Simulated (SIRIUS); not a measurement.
# MnS (P6_3mc) in SIRIUS: single point with BPBE

Aim: the single point of MnS with BPBE.

All numbers are computed with SIRIUS 7.12.0; they aren't measurements. Logs are shortened: lines on timing, memory, paths and dates and some standing lists are left out, and cuts for length are marked. The log counts tension as positive stress, the text compression.

### Step 1. The crystal as given

The structure is hexagonal, space group P6_3mc (No. 186). Conventional cell: a = 3.954 Å, b = 3.954 Å, c = 6.343 Å, α = 90.00°, β = 90.00°, γ = 120.00°. Mn (site symmetry 3m) is surrounded by 4 S at 2.36 to 2.42 Å. Around S (site symmetry 3m) lie 4 Mn at 2.36 to 2.42 Å.

The cell is a database's computed one.

### Step 2. Single point, BPBE, collinear spin, antiferromagnetic start

Input file sirius.json:

```json
{
  "control": {
    "processing_unit": "cpu",
    "std_evp_solver_name": "lapack",
    "gen_evp_solver_name": "lapack",
    "verbosity": 2,
    "print_forces": true,
    "ortho_rf": true,
    "use_second_variation": true,
    "rmt_max": 3.0,
    "num_bands_to_print": 24,
    "save_wf": true
  },
  "parameters": {
    "electronic_structure_method": "full_potential_lapwlo",
    "xc_functionals": ["XC_GGA_X_B88", "XC_GGA_C_PBE"],
    "core_relativity": "dirac",
    "valence_relativity": "iora",
    "num_fv_states": 46,
    "smearing": "fermi_dirac",
    "smearing_width": 0.0018374661,
    "pw_cutoff": 20,
    "gk_cutoff": 3.93,
    "lmax_apw": 10,
    "lmax_rho": 8,
    "lmax_pot": 8,
    "num_mag_dims": 1,
    "auto_rmt": 0,
    "ngridk": [6, 6, 3],
    "shiftk": [0, 0, 0],
    "num_dft_iter": 80,
    "energy_tol": 1e-07,
    "density_tol": 1e-05,
    "use_symmetry": true
  },
  "settings": {"tol_ne": 1e-10},
  "iterative_solver": {"type": "exact"},
  "mixer": {"type": "anderson", "beta": 0.4, "max_history": 8},
  "unit_cell": {
    "lattice_vectors": [[7.4711775977, 0.0, 0.0], [-3.7355887989, 6.4702295958, 0.0], [0.0, 0.0, 11.9856424829]],
    "atom_types": ["Mn", "S"],
    "atom_files": {"Mn": "Mn.json", "S": "S.json"},
    "atoms": {
      "Mn": [
        [0.6666666667, 0.3333333333, 0.49884467, 0.0, 0.0, 4.0],
        [0.3333333333, 0.6666666667, 0.99884467, 0.0, 0.0, -4.0]
      ],
      "S": [
        [0.3333333333, 0.6666666667, 0.6261543, 0.0, 0.0, 0.0],
        [0.6666666667, 0.3333333333, 0.1261543, 0.0, 0.0, 0.0]
      ]
    }
  }
}
```

Input file Mn.json:

```json
{
  "name": "manganese",
  "symbol": "Mn",
  "number": 25,
  "mass": 54.938045,
  "rmin": 1e-06,
  "rmt": 2.24,
  "nrmt": 800,
  "rinf": 15.98,
  "core": "1s2s2p",
  "valence": [
    {"basis": [{"enu": -0.05, "dme": 0, "n": 0, "auto": 0}, {"enu": -0.05, "dme": 1, "n": 0, "auto": 0}]},
    {"l": 0, "n": 1, "basis": [{"enu": 0.05, "dme": 0, "n": 0, "auto": 0}]},
    {"l": 1, "n": 2, "basis": [{"enu": 0.05, "dme": 0, "n": 0, "auto": 0}]},
[... 16 lines left out ...]
    },
    {"l": 1, "basis": [{"enu": 0.05, "dme": 0, "n": 0, "auto": 0}, {"enu": 0.05, "dme": 1, "n": 0, "auto": 0}]},
    {
      "l": 1,
      "basis": [{"enu": -1.7572, "dme": 0, "n": 3, "auto": 1}, {"enu": -1.7572, "dme": 1, "n": 3, "auto": 1}]
    },
    {
[... 10 lines left out ...]
    {"l": 2, "basis": [{"enu": 0.05, "dme": 0, "n": 0, "auto": 0}, {"enu": 3.1591, "dme": 0, "n": 0, "auto": 0}]},
    {
      "l": 2,
      "basis": [{"enu": 3.1591, "dme": 0, "n": 0, "auto": 0}, {"enu": 8.3408, "dme": 0, "n": 0, "auto": 0}]
    },
    {"l": 3, "basis": [{"enu": 0.05, "dme": 0, "n": 0, "auto": 0}, {"enu": 0.05, "dme": 1, "n": 0, "auto": 0}]},
    {"l": 3, "basis": [{"enu": 0.05, "dme": 1, "n": 0, "auto": 0}, {"enu": 0.05, "dme": 2, "n": 0, "auto": 0}]},
    {"l": 3, "basis": [{"enu": 0.05, "dme": 0, "n": 0, "auto": 0}, {"enu": 3.5178, "dme": 0, "n": 0, "auto": 0}]},
    {
      "l": 3,
      "basis": [{"enu": 3.5178, "dme": 0, "n": 0, "auto": 0}, {"enu": 9.2974, "dme": 0, "n": 0, "auto": 0}]
    },
    {"l": 4, "basis": [{"enu": 0.05, "dme": 0, "n": 0, "auto": 0}, {"enu": 0.05, "dme": 1, "n": 0, "auto": 0}]},
    {"l": 4, "basis": [{"enu": 0.05, "dme": 0, "n": 0, "auto": 0}, {"enu": 3.8765, "dme": 0, "n": 0, "auto": 0}]},
    {"l": 5, "basis": [{"enu": 0.05, "dme": 0, "n": 0, "auto": 0}, {"enu": 0.05, "dme": 1, "n": 0, "auto": 0}]},
    {"l": 5, "basis": [{"enu": 0.05, "dme": 0, "n": 0, "auto": 0}, {"enu": 4.2353, "dme": 0, "n": 0, "auto": 0}]}
  ],
  "free_atom": [... radial grid and density of the free atom, the start of the SCF ...]
}
```

Input file S.json:

```json
{
  "name": "sulphur",
  "symbol": "S",
  "number": 16,
  "mass": 32.065,
  "rmin": 1e-06,
  "rmt": 2.15,
  "nrmt": 800,
  "rinf": 13.52,
  "core": "1s",
  "valence": [
    {"basis": [{"enu": -0.05, "dme": 0, "n": 0, "auto": 0}, {"enu": -0.05, "dme": 1, "n": 0, "auto": 0}]},
    {"l": 0, "n": 1, "basis": [{"enu": -0.0866, "dme": 0, "n": 0, "auto": 0}]},
[... 22 lines left out ...]
    },
    {
[... 15 lines left out ...]
      "basis": [{"enu": 4.0305, "dme": 0, "n": 0, "auto": 0}, {"enu": 10.9965, "dme": 0, "n": 0, "auto": 0}]
    },
    {"l": 2, "basis": [{"enu": 0.05, "dme": 0, "n": 0, "auto": 0}, {"enu": 0.05, "dme": 1, "n": 0, "auto": 0}]},
    {"l": 2, "basis": [{"enu": 0.05, "dme": 1, "n": 0, "auto": 0}, {"enu": 0.05, "dme": 2, "n": 0, "auto": 0}]},
    {"l": 2, "basis": [{"enu": 0.05, "dme": 0, "n": 0, "auto": 0}, {"enu": 3.4248, "dme": 0, "n": 0, "auto": 0}]},
    {
      "l": 2,
      "basis": [{"enu": 3.4248, "dme": 0, "n": 0, "auto": 0}, {"enu": 9.0495, "dme": 0, "n": 0, "auto": 0}]
    },
    {"l": 3, "basis": [{"enu": 0.05, "dme": 0, "n": 0, "auto": 0}, {"enu": 0.05, "dme": 1, "n": 0, "auto": 0}]},
    {"l": 3, "basis": [{"enu": 0.05, "dme": 1, "n": 0, "auto": 0}, {"enu": 0.05, "dme": 2, "n": 0, "auto": 0}]},
    {"l": 3, "basis": [{"enu": 0.05, "dme": 0, "n": 0, "auto": 0}, {"enu": 3.8142, "dme": 0, "n": 0, "auto": 0}]},
    {"l": 4, "basis": [{"enu": 0.05, "dme": 0, "n": 0, "auto": 0}, {"enu": 0.05, "dme": 1, "n": 0, "auto": 0}]},
    {"l": 4, "basis": [{"enu": 0.05, "dme": 0, "n": 0, "auto": 0}, {"enu": 4.2036, "dme": 0, "n": 0, "auto": 0}]},
    {"l": 5, "basis": [{"enu": 0.05, "dme": 0, "n": 0, "auto": 0}, {"enu": 0.05, "dme": 1, "n": 0, "auto": 0}]},
    {"l": 5, "basis": [{"enu": 0.05, "dme": 0, "n": 0, "auto": 0}, {"enu": 4.593, "dme": 0, "n": 0, "auto": 0}]}
  ],
  "free_atom": [... radial grid and density of the free atom, the start of the SCF ...]
}
```

Input file sirius_start.json:

```json
{
  "control": {
    "processing_unit": "cpu",
    "std_evp_solver_name": "lapack",
    "gen_evp_solver_name": "lapack",
    "verbosity": 1,
    "print_forces": false,
    "ortho_rf": true,
    "use_second_variation": true,
    "rmt_max": 3.0,
    "num_bands_to_print": 24,
    "save_wf": false
  },
  "parameters": {
    "electronic_structure_method": "full_potential_lapwlo",
    "xc_functionals": ["XC_LDA_X", "XC_LDA_C_PW"],
    "core_relativity": "dirac",
    "valence_relativity": "iora",
    "num_fv_states": 46,
    "smearing": "fermi_dirac",
    "smearing_width": 0.0055123983,
    "pw_cutoff": 20,
    "gk_cutoff": 3.14,
    "lmax_apw": 10,
    "lmax_rho": 8,
    "lmax_pot": 8,
    "num_mag_dims": 1,
    "auto_rmt": 0,
    "ngridk": [2, 2, 1],
    "shiftk": [0, 0, 0],
    "num_dft_iter": 30,
    "energy_tol": 0.01,
    "density_tol": 0.05,
    "use_symmetry": true
  },
  "settings": {"tol_ne": 1e-10},
  "iterative_solver": {"type": "exact"},
  "mixer": {"type": "anderson", "beta": 0.4, "max_history": 8},
  "unit_cell": {
    "lattice_vectors": [[7.4711775977, 0.0, 0.0], [-3.7355887989, 6.4702295958, 0.0], [0.0, 0.0, 11.9856424829]],
    "atom_types": ["Mn", "S"],
    "atom_files": {"Mn": "Mn.json", "S": "S.json"},
    "atoms": {
      "Mn": [
        [0.6666666667, 0.3333333333, 0.49884467, 0.0, 0.0, 4.0],
        [0.3333333333, 0.6666666667, 0.99884467, 0.0, 0.0, -4.0]
      ],
      "S": [
        [0.3333333333, 0.6666666667, 0.6261543, 0.0, 0.0, 0.0],
        [0.6666666667, 0.3333333333, 0.1261543, 0.0, 0.0, 0.0]
      ]
    }
  }
}
```

Potentials or basis: all-electron FP-LAPW, apw+lo rich.

On the command line:

```bash
$ OMP_NUM_THREADS=1 sirius.scf --input=sirius_start.json --output=start.json
$ OMP_NUM_THREADS=1 sirius.scf --input=sirius.json --output=output.json --task=1
```

Standard output:

```text
[info] SIRIUS version : 7.12.0
[info] number of MPI ranks           : 1
[info] MPI grid                      : 1 1
[info] maximum number of OMP threads : 1
[fft] FFT context for density and potential
[fft] =====================================
[fft]   plane wave cutoff                     : 20
[fft]   grid size                             : 50 50 80   total : 200000
[fft]   grid limits                           : -24 25   -24 25   -39 40
[fft]   number of G-vectors within the cutoff : 78239
[fft]   number of G-shells                    : 3834
[fft] FFT context for coarse grid
[fft] =====================================
[fft]   plane wave cutoff                     : 7.86
[fft]   grid size                             : 24 24 32   total : 18432
[fft]   grid limits                           : -11 12   -11 12   -15 16
[fft]   number of G-vectors within the cutoff : 4721
[fft]   number of G-shells                    : 291
[unit cell] lattice vectors
[unit cell]   a1 :       7.4711775977      0.0000000000      0.0000000000
[unit cell]   a2 :      -3.7355887989      6.4702295958      0.0000000000
[unit cell]   a3 :       0.0000000000      0.0000000000     11.9856424829
[unit cell] reciprocal lattice vectors
[unit cell]   b1 :       0.8409899544      0.4855457766     -0.0000000000
[unit cell]   b2 :       0.0000000000      0.9710915531      0.0000000000
[unit cell]   b3 :       0.0000000000     -0.0000000000      0.5242259909
[unit cell] unit cell volume :       579.38876716 [a.u.^3]
[unit cell] 1/sqrt(omega)    :         0.04154464
[unit cell] MT volume        :       177.41871402 (30.62%)
[unit cell] IT volume        :       401.97005313 (69.38%)
[unit cell] number of atom types : 2
[unit cell] type id : 0 symbol : Mn mt_radius :   2.240000 num_atoms : 2
[unit cell] type id : 1 symbol :  S mt_radius :   2.150000 num_atoms : 2
[unit cell] total number of atoms : 4
[unit cell] number of symmetry classes : 2
[unit cell] atom id  type id  class id             position                      vector_field
[unit cell] ------------------------------------------------------------------------------------------
[unit cell]      0        0        0      0.66667   0.33333   0.49884      0.00000   0.00000   4.00000
[unit cell]      1        0        0      0.33333   0.66667   0.99884      0.00000   0.00000  -4.00000
[unit cell]      2        1        1      0.33333   0.66667   0.62615      0.00000   0.00000   0.00000
[unit cell]      3        1        1      0.66667   0.33333   0.12615      0.00000   0.00000   0.00000
[unit cell] atom id         position (Cartesian, a.u.)
[unit cell] ---------------------------------------------
[... 384 lines left out ...]
[generate_core_charge_density]   n,l,k : 2 0 1  energy :         -26.95140790
[generate_core_charge_density]   n,l,k : 2 1 1  energy :         -23.03333126
[generate_core_charge_density]   n,l,k : 2 1 2  energy :         -22.64954953
[generate_core_charge_density] atom class : 1
[generate_core_charge_density]   n,l,k : 1 0 1  energy :         -88.08337506
[... 42 lines left out ...]
[find] valence_eval_sum               :    -124.89110825
[find] core_eval_sum                  :   -1676.77779503
[find] kinetic energy                 :    3148.41326078
[find] enuc                           :   -3734.68304143
[find] <rho|V^{XC}>                   :    -202.46420755
[find] <rho|E^{XC}>                   :    -156.78771616
[find] <mag|B^{XC}>                   :      -0.64698745
[find] <rho|V^{H}>                    :   -4746.97096903
[find] smearing (-TS)                 :      -0.00000179
[find] SCF correction                 :      -0.00000621
[find] Total energy                   :   -3116.54298752 (Ha),   -6233.08597505 (Ry)
[find] Free energy (E-TS)             :   -3116.54298931 (Ha),   -6233.08597862 (Ry)
[find] band gap (eV)                  :       0.75206104
[find] Efermi                         :       0.16252424
[find] iteration : 10, RMS (target) : 1.3852e-06 (1.0000e-05) , energy difference (target) : -1.7140e-08 (1.0000e-07)
[find] converged after 11 SCF iterations!
[find] Charges and magnetic moments
[find] --------------------------------------------------------------------------------
[find] atom      charge    core leakage                 moment                |moment|
[find] --------------------------------------------------------------------------------
[find]    0   23.296208    3.030400e-11  [  0.00000,   0.00000,   4.04041]    4.040408
[find]    1   23.296208    3.030400e-11  [  0.00000,   0.00000,  -4.04041]    4.040408
[find]    2   14.460199    0.000000e+00  [  0.00000,   0.00000,   0.06587]    0.065871
[find]    3   14.460199    0.000000e+00  [  0.00000,   0.00000,  -0.06587]    0.065871
[find] total core leakage    : 6.06079933e-11
[find] interstitial charge   : 6.487193
[find] interstitial moment   : [  0.00000,   0.00000,  -0.00000], magnitude : 0.000000
[find] total charge          : 82.000006
[find] total moment          : [  0.00000,   0.00000,   0.00000], magnitude : 0.000000
[find] Energy
[find] --------------------------------------------------------------------------------
[find] valence_eval_sum               :    -124.89110825
[find] core_eval_sum                  :   -1676.77779503
[find] kinetic energy                 :    3148.41326078
[find] enuc                           :   -3734.68304143
[find] <rho|V^{XC}>                   :    -202.46420755
[find] <rho|E^{XC}>                   :    -156.78771616
[find] <mag|B^{XC}>                   :      -0.64698745
[find] <rho|V^{H}>                    :   -4746.97096903
[find] smearing (-TS)                 :      -0.00000179
[find] SCF correction                 :      -0.00000621
[find] Total energy                   :   -3116.54298752 (Ha),   -6233.08597505 (Ry)
[find] Free energy (E-TS)             :   -3116.54298931 (Ha),   -6233.08597862 (Ry)
[find] band gap (eV)                  :       0.75206104
[find] Efermi                         :       0.16252424
[ground_state]
[ground_state] ==== total Forces in Ha/bohr =====
[ground_state] atom:    0, force:       0.0000000      0.0000000     -0.0046083
[ground_state] atom:    1, force:      -0.0000000     -0.0000000     -0.0046083
[ground_state] atom:    2, force:      -0.0000000      0.0000000      0.0029844
[ground_state] atom:    3, force:      -0.0000000     -0.0000000      0.0029844
[ground_state] ==== contribution from density =====
[ground_state] atom:    0, force:       0.0000000     -0.0000000     -0.0031277
[ground_state] atom:    1, force:      -0.0000000      0.0000000     -0.0031277
[ground_state] atom:    2, force:      -0.0000000      0.0000000     -0.0111499
[ground_state] atom:    3, force:       0.0000000      0.0000000     -0.0111499
[ground_state] ==== contribution from Hartree potential =====
[ground_state] atom:    0, force:       0.0000000      0.0000000      0.0216260
[ground_state] atom:    1, force:       0.0000000      0.0000000      0.0216260
[ground_state] atom:    2, force:       0.0000000      0.0000000     -0.0038844
[ground_state] atom:    3, force:      -0.0000000     -0.0000000     -0.0038844
[ground_state] ==== contribution from IBS =====
[ground_state] atom:    0, force:       0.0000000      0.0000000     -0.0231066
[ground_state] atom:    1, force:      -0.0000000     -0.0000000     -0.0231066
[ground_state] atom:    2, force:      -0.0000000      0.0000000      0.0180187
[ground_state] atom:    3, force:      -0.0000000     -0.0000000      0.0180187
```

Run time: 5.7 min. Hardware: 1 thread of Arm Neoverse V1, shared host; peak memory 1.1 GiB.

Results:

```
Free energy                                       : -84805.4550 eV
Band gap on the k mesh                            : 0.75 eV, indirect (least direct gap 1.43 eV)
Net moment                                        : 0.00 μB per cell
Site moments                                      : Mn +4.04, -4.04; S +0.07, -0.07 μB
All electrons inside the program's atomic spheres : Mn 23.30; S 14.46 (radii Mn 2.24, S 2.15 bohr)
```

Levels at points of the mesh, in eV from the valence-band top:
Spin up:
```
           k point  band 26  band 27  band 28  band 29  band 30  band 31  band 32  band 33
(0.00, 0.00, 0.00)    -2.33    -0.85    -0.01    -0.01     1.42     1.42     2.03     2.65
(0.50, 0.00, 0.00)    -2.22    -2.17    -1.65    -0.95     1.10     1.38     1.49     1.89
```
Spin down:
| k point | band 27 | band 28 | band 29 | band 30 | band 31 | band 32 |
| --- | --- | --- | --- | --- | --- | --- |
| (0.00, 0.00, 0.00) | -0.85 | -0.01 | -0.01 | 1.42 | 1.42 | 2.03 |
| (0.50, 0.00, 0.00) | -2.17 | -1.65 | -0.95 | 1.10 | 1.38 | 1.49 |

Caveat: an odd mesh through Γ misses points on the zone boundary, where band edges often lie.
